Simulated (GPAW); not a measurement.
# CdS (Greenockite) (P6_3mc) in GPAW: a series of runs

One crystal, CdS (Greenockite), is run at these levels: AM05, PBE; tasks: dielectric tensor, band structure.

Program: GPAW 26.7.0. These are calculated values, not measurements. Logs are shortened: lines on timing, memory, paths and dates and some standing lists are left out, and cuts for length are marked. The log counts tension as positive stress, the text compression.

**The experiment to reproduce.**

From “Isotope dependence of band-gap energy”, 2008, arxiv:0807.2152, for a bulk crystal of CdS: band gap 2.5809 ± 0.0002 eV.

The runs below are set against these values where they give the same quantity.

### 1 The structure

It takes space group P6_3mc (No. 186, hexagonal). The conventional cell has a = 4.150 Å, b = 4.150 Å, c = 6.737 Å, α = 90.00°, β = 90.00°, γ = 120.00°. Cd (site symmetry 3m) is surrounded by 4 S at 2.53 to 2.54 Å. S (site symmetry 3m) has 4 Cd at 2.53 to 2.54 Å as nearest neighbours.

### 2 Dielectric tensor, AM05

run.py

```python
import numpy as np
from ase.dft.bandgap import bandgap
from ase.io import read, write
from gpaw import GPAW, PW, setup_paths
from gpaw.response.df import DielectricFunction

setup_paths.insert(0, '.')

atoms = read('CdS.xyz')

calc = GPAW(mode=PW(450),
            xc='AM05',
            kpts={'size': (6, 6, 3), 'gamma': True},
            occupations={'name': 'fermi-dirac', 'width': 0.001},
            nbands=31,
            convergence={'density': 1e-06},
            maxiter=150,
            txt='gpaw.txt')
atoms.calc = calc
energy = atoms.get_potential_energy()
calc.write('gs.gpw')
write('result.traj', atoms)
print(f'Energy: {energy:.6f} eV')
print('Fermi level:', round(calc.get_fermi_level(), 4), 'eV')
print(f'Gap: {bandgap(calc)[0]:.4f} eV, direct: {bandgap(calc, direct=True)[0]:.4f} eV')

for size in [(9, 9, 5)]:
    name = 'x'.join(str(n) for n in size)
    dense = calc.fixed_density(kpts={'size': size, 'gamma': True},
                               nbands=64, convergence={'bands': 58, 'eigenstates': 1e-7},
                               update_fermi_level=True, txt=f'dense-{name}.txt')
    dense.write(f'{name}.gpw', mode='all')
    df = DielectricFunction(f'{name}.gpw', frequencies=np.array([0.0]), hilbert=False, eta=0.001,
                            ecut=80, nbands=58, intraband=False, txt=f'df-{name}.txt')
    for xc in ['RPA']:
        for direction in ['x', 'y', 'z', [0, 1, 1], [1, 0, 1], [1, 1, 0]]:
            e0, e = df.get_macroscopic_dielectric_constant(xc=xc, direction=direction)
            print(f'{name} {xc} {direction}: {e0:.4f} without, {e:.4f} with local fields')
```

CdS.xyz

```xyz
4
Lattice="4.1500000000 0.0000000000 0.0000000000 -2.0750000000 3.5940054257 0.0000000000 0.0000000000 0.0000000000 6.7370000000" Properties=species:S:1:pos:R:3 pbc="T T T"
Cd     2.0750000002      1.1980018084      3.3685000000
Cd    -0.0000000002      2.3960036173      0.0000000000
S      2.0750000002      1.1980018084      5.8948750000
S     -0.0000000002      2.3960036173      2.5263750000
```

Potentials or basis: PAW data sets generated in the run's folder for this functional, pw.

Command:

```sh
gpaw-setup -f AM05 Cd S
OMP_NUM_THREADS=1 python run.py
```

gpaw.txt:

```text
__  _  _
 | _ |_)|_||  |
 |__||  | ||/\| - 26.7.0

Input parameters:
  mode=PW(ecut=450.00000000000006),
  convergence={'density': 1e-06},
  kpts=MonkhorstPack(size=(6, 6, 3), gamma=True),
  maxiter=150,
  nbands=31,
  occupations=Occupations(name='fermi-dirac', width=0.001),
  xc=XC(name='AM05')

Diagonalizing LCAO Hamiltonian
Converting LCAO to pw mode

            S

            Cd
        S

        Cd

Atoms  # Å, Bohr magnetons
|   | symbol |         x |        y |        z |    initial magnetic moments |
|---|--------|-----------|----------|----------|-----------------------------|
| 0 |     Cd |  2.075000 | 1.198002 | 3.368500 | ( 0.0000,  0.0000,  0.0000) |
| 1 |     Cd | -0.000000 | 2.396004 | 0.000000 | ( 0.0000,  0.0000,  0.0000) |
| 2 |      S |  2.075000 | 1.198002 | 5.894875 | ( 0.0000,  0.0000,  0.0000) |
| 3 |      S | -0.000000 | 2.396004 | 2.526375 | ( 0.0000,  0.0000,  0.0000) |

Unit cell  # Å
| periodic |         x |        y |        z |  lengths |     angles |
|----------|-----------|----------|----------|----------|------------|
|      yes |  4.150000 | 0.000000 | 0.000000 | 4.150000 |  90.000000 |
|      yes | -2.075000 | 3.594005 | 0.000000 | 4.150000 |  90.000000 |
|      yes |  0.000000 | 0.000000 | 6.737000 | 6.737000 | 120.000000 |

Number of symmetries: 6
Symmetry operations  # r_c * U_cc + t_c -> r_c
|   | kind |            matrix            |
|---|------|------------------------------|
| 0 |  σ   |  1, 1, 0,  0,-1, 0,  0, 0, 1 |
| 1 |  E   |  1, 0, 0,  0, 1, 0,  0, 0, 1 |
| 2 |  C3  |  0, 1, 0, -1,-1, 0,  0, 0, 1 |
| 3 |  σ   |  0,-1, 0, -1, 0, 0,  0, 0, 1 |
| 4 |  σ   | -1, 0, 0,  1, 1, 0,  0, 0, 1 |
| 5 |  C3  | -1,-1, 0,  1, 0, 0,  0, 0, 1 |

BZ-sampling:
  Number of BZ points: 108
  Number of IBZ points: 17

  Monkhorst-Pack size: [6, 6, 3]
  Monkhorst-Pack shift: [0.08333333333333333, 0.08333333333333333, 0.0]

K-points  # in reciprocal-cell coordinates
|     |                                coordinates |     weight |
|-----|--------------------------------------------|------------|
|   0 | (  0.00000000,   0.00000000,   0.00000000) | 0.00925926 |
|   1 | (  0.00000000,   0.00000000,   0.33333333) | 0.01851852 |
|   2 | (  0.16666667,   0.00000000,  -0.33333333) | 0.05555556 |
|   3 | (  0.16666667,   0.00000000,   0.00000000) | 0.05555556 |
|   4 | (  0.16666667,   0.00000000,   0.33333333) | 0.05555556 |
|   5 | (  0.33333333,  -0.16666667,   0.00000000) | 0.05555556 |
|   6 | (  0.33333333,  -0.16666667,   0.33333333) | 0.11111111 |
|   7 | (  0.33333333,   0.00000000,  -0.33333333) | 0.05555556 |
|   8 | (  0.33333333,   0.00000000,   0.00000000) | 0.05555556 |
|   9 | (  0.33333333,   0.00000000,   0.33333333) | 0.05555556 |
| ... |                                            |            |
|  16 | (  0.50000000,   0.50000000,   0.33333333) | 0.05555556 |

Plane wave coefficients: 2190
Cutoff: 450.00000000000006 eV

Spin-components: 1 (collinear spins)
Bands:           31
Projectors:      22
Spin-degeneracy: 2
Datatype:        complex128

Parallelization:
  kpt:    1
  domain: 1
  band:   1

Density:
  Valence electrons: 36.0
  Components: 1
  Grid points: [21 21 35]
  Charge: 0.0  # |e|

Potential:
  Grid points: [21 21 35]

species:
  Cd:
    name:    Cadmium
    Z:       48.0
    valence: 12
    core:    36
    charge:  0.0  # [|e|]
    compensation charges:
      type: gauss
      rc: 0.38  # [Å]
      lmax: 2
    cutoffs:
      filter: 2.12  # [Å]
      core: 2.62  # [Å]
    projectors
    | kind |    occ | energy [eV] | rcut [Å] |
    |------|--------|-------------|----------|
    |   5s |  2.000 |      -5.642 |    1.191 |
    |   5p |  0.000 |      -1.115 |    1.228 |
    |   4d | 10.000 |     -11.724 |    1.164 |
    |    s |        |      21.569 |    1.191 |
    |    p |        |      26.096 |    1.228 |
    |    d |        |      15.487 |    1.164 |

    Using partial waves for Cd as LCAO basis

  S:
    name:    Sulfur
    Z:       16.0
    valence: 6
    core:    10
    charge:  0.0  # [|e|]
    compensation charges:
      type: gauss
      rc: 0.24  # [Å]
      lmax: 2
    cutoffs:
      filter: 1.77  # [Å]
      core: 1.66  # [Å]
    projectors
    | kind |    occ | energy [eV] | rcut [Å] |
    |------|--------|-------------|----------|
    |   3s |  2.000 |     -17.141 |    0.974 |
    |   3p |  4.000 |      -6.951 |    0.979 |
    |    s |        |      10.071 |    0.974 |
    |    p |        |      20.260 |    0.979 |
    |    d |        |       0.000 |    0.900 |

    Using partial waves for S as LCAO basis

Reference energy: -325740.160463  # eV

eigensolver:
  PPCG
  Converge bands: occupied
  niter=2

density mixing:
  MSR1-Mixer
  Pratt-step length: 0.05
  Maximum mixing coefficient: 0.75
  Old densities: 10
  SVD Regularization: 0.005
  Good broyden scale: 1.0
  Trust region scale: 1.0
  Backstep threshold: 4.0
  History deletion threshold: 6.0
  Fourier metric: weight=20.0, sigma=0.015

occupation numbers:
  Fermi-Dirac:
    width: 0.0010  # eV

poisson solver:
  ecut: 3600.0000000000005  # eV

xc functional:
  name: AM05 with 2 nearest neighbor stencil

convergence criteria:
- Maximum integral of absolute [dens]ity change: 1e-06 electrons / valence electron
- Maximum [total energy] change in last 3 cyles: 0.0005 eV / valence electron
- Maximum integral of absolute [eigenst]ate change: 4e-08 eV^2 / valence electron
maximum number of iterations: 150

SCF iterations
|iter     | |      energy | eigst |  dens |
|---------|-|-------------|-------|-------|
|iter:   1| |  -13.989032 | -0.49 |       |
|iter:   2| |  -13.774262 | -2.18 | -1.13 |
|iter:   3| |  -13.014542 | -1.40 | -1.17 |
|iter:   4| |  -13.007462 | -3.33 | -1.74 |
|iter:   5| |  -13.005970c| -3.70 | -2.18 |
|iter:   6| |  -13.006030c| -5.07 | -2.96 |
|iter:   7| |  -13.006042c| -6.34 | -3.50 |
|iter:   8| |  -13.006041c| -7.32 | -4.35 |
|iter:   9| |  -13.006041c| -7.77c| -4.76 |
|iter:  10| |  -13.006041c| -7.97c| -5.23 |
|iter:  11| |  -13.006041c| -8.78c| -5.81 |
|iter:  12| |  -13.006041c| -9.59c| -6.29c|

Converged in 12 steps
Energy contributions relative to reference atoms: (reference = -325740.160463)

Energy contributions:
  Kinetic:          32.961682
  Coulomb:         -30.045227
  Zero:              0.296962
  External:          0.000000
  Xc:              -16.219458
  Entropy:          -0.000000
  Spinorbit:         0.000000
  ----------------------------
  Free energy:     -13.006041
  Extrapolated:    -13.006041

dipole moment: (-0.000004, -0.000020, -19.024604)  # |e|*Ang

Fermi level: 3.605
Eigenvalues  # (at kpt = [0.000, 0.000, 0.000])
| band index |      eig [eV] | occ [0-2] |
|------------|---------------|-----------|
|          0 |        -8.853 |     2.000 |
|        ... |               |           |
|         10 |        -3.709 |     2.000 |
|         11 |        -3.365 |     2.000 |
|         12 |        -0.953 |     2.000 |
|         13 |         2.657 |     2.000 |
|         14 |         2.657 |     2.000 |
|         15 |         3.386 |     2.000 |
[... 8 lines left out ...]
|         24 |        10.901 |     0.000 |
|         25 |        11.117 |     0.000 |
|        ... |               |           |
|         30 |        14.927 |     0.000 |

Gap: 1.162 eV
Transition (v -> c):
  (s=0, k=0, n=17, [0.00, 0.00, 0.00]) -> (s=0, k=0, n=18, [0.00, 0.00, 0.00])
No difference between direct/indirect transitions
# Writing to gs.gpw (mode='')
```

Wall time 2.6 min (1 thread of AMD EPYC 7B13 (Zen 3), shared host); peak memory 0.47 GiB.

Results:

* Free energy: -13.0060 eV
* Band gap on the k mesh: 1.16 eV, direct
* Electronic dielectric tensor (diagonal): 5.83, 5.83, 5.92

Electronic dielectric tensor:
```
5.83 0.00 0.00
0.00 5.83 0.00
0.00 0.00 5.92
```

Caveat: the long-wavelength limit can be off by several per cent where d states take part; an odd mesh through Γ misses points on the zone boundary, where band edges often lie.

### 3 Band structure, PBE

run.py

```python
from ase.dft.bandgap import bandgap
from ase.io import read, write
from ase.units import GPa
from gpaw import GPAW, PW

atoms = read('POSCAR')

calc = GPAW(mode=PW(600),
            xc='PBE',
            kpts={'size': (7, 7, 4), 'gamma': True},
            occupations={'name': 'fermi-dirac', 'width': 0.05},
            nbands=31,
            convergence={'density': 1e-05, 'energy': 1e-05},
            maxiter=150,
            txt='gpaw.txt')
atoms.calc = calc
energy = atoms.get_potential_energy()
forces = atoms.get_forces()
stress = atoms.get_stress()
calc.write('gs.gpw')
write('result.traj', atoms)
print(f'Energy: {energy:.6f} eV')
print('Forces (eV/A):')
print(forces.round(4))
print('Stress (GPa):', (stress / GPa).round(3))
print('Fermi level:', round(calc.get_fermi_level(), 4), 'eV')
print(f'Gap: {bandgap(calc)[0]:.4f} eV, direct: {bandgap(calc, direct=True)[0]:.4f} eV')

path = atoms.cell.bandpath('GMKGALHA,LM,KH', npoints=60, eps=1e-4)
bs_calc = calc.fixed_density(kpts=path, symmetry='off', nbands=51,
                             convergence={'bands': 'CBM+6.0', 'eigenstates': 1e-6}, txt='bands.txt')
bs = bs_calc.band_structure()
bs.write('bs.json')
print(f'Gap on the path: {bandgap(bs_calc)[0]:.4f} eV')
```

POSCAR

```
CdS
1.0
    4.1500000000      0.0000000000      0.0000000000
   -2.0750000000      3.5940054257      0.0000000000
    0.0000000000      0.0000000000      6.7370000000
Cd S
2 2
Direct
    0.6666666667      0.3333333333      0.5000000000
    0.3333333333      0.6666666667      0.0000000000
    0.6666666667      0.3333333333      0.8750000000
    0.3333333333      0.6666666667      0.3750000000
```

Potentials or basis: GPAW PAW data sets (gpaw-data 1.2.1), pw.

Command:

```sh
OMP_NUM_THREADS=1 python run.py
```

Run time: 2.2 min. Hardware: 1 thread of Arm Neoverse V2, shared host; peak memory 0.47 GiB.

Results (log left out):

```yaml
Free_energy: -12.6792 eV
Pressure: 1.8 GPa
Largest_force: 0.067 eV/Å
Band_gap_on_the_k_mesh: 1.18 eV, direct
Band_gap_along_the_path: 1.18 eV, direct
```

Forces on the atoms (eV/Å):
```
Cd   0.000  0.000 -0.067
Cd   0.000  0.000 -0.067
S    0.000  0.000  0.067
S    0.000  0.000  0.067
```

Stress tensor (GPa, compression positive):
```
1.61 0.00 0.00
0.00 1.61 0.00
0.00 0.00 2.25
```

Levels at the corners of the path, in eV from the valence-band top:
| point | band 14 | band 15 | band 16 | band 17 | band 18 | band 19 | band 20 | band 21 | band 22 | band 23 |
| --- | --- | --- | --- | --- | --- | --- | --- | --- | --- | --- |
| Γ | -0.76 | -0.76 | -0.04 | 0.00 | 0.00 | 1.18 | 2.77 | 6.43 | 6.43 | 6.75 |
| M | -3.48 | -2.63 | -1.86 | -1.29 | -0.73 | 3.69 | 3.88 | 5.10 | 6.35 | 6.96 |
| K | -3.65 | -3.06 | -1.84 | -1.84 | -1.60 | 4.65 | 5.05 | 5.05 | 7.14 | 7.40 |
| Γ | -0.76 | -0.76 | -0.04 | 0.00 | 0.00 | 1.18 | 2.77 | 6.43 | 6.43 | 6.75 |
| A | -2.45 | -0.40 | -0.40 | -0.40 | -0.40 | 2.82 | 2.82 | 6.15 | 6.15 | 6.78 |
| L | -4.09 | -1.33 | -1.33 | -1.32 | -1.32 | 3.46 | 3.46 | 5.37 | 5.37 | 7.86 |
| H | -3.98 | -2.39 | -2.39 | -1.12 | -1.12 | 4.37 | 4.37 | 6.08 | 6.08 | 6.44 |
| A | -2.45 | -0.40 | -0.40 | -0.40 | -0.40 | 2.82 | 2.82 | 6.15 | 6.15 | 6.78 |
| L | -4.09 | -1.33 | -1.33 | -1.32 | -1.32 | 3.46 | 3.46 | 5.37 | 5.37 | 7.86 |
| M | -3.48 | -2.63 | -1.86 | -1.29 | -0.73 | 3.69 | 3.88 | 5.10 | 6.35 | 6.96 |
| K | -3.65 | -3.06 | -1.84 | -1.84 | -1.60 | 4.65 | 5.05 | 5.05 | 7.14 | 7.40 |
| H | -3.98 | -2.39 | -2.39 | -1.12 | -1.12 | 4.37 | 4.37 | 6.08 | 6.08 | 6.44 |

### 4 How close it comes

Step 2. The gap isn't set beside the deposited one, since this odd mesh misses points on the zone boundary.

Step 3. A measured gap of CdS is 2.5809 eV (quoted in “Isotope dependence of band-gap energy”, 2008, arxiv:0807.2152); the calculated 1.18 eV misses it by -1.40 eV. So large a miss can be the level of theory's own, or it may mean another phase, state or a wrong row. Spin-orbit coupling on Cd is left out. The value is that of PBE, without temperature or zero-point motion. Semilocal functionals fall short of measured gaps as a rule.
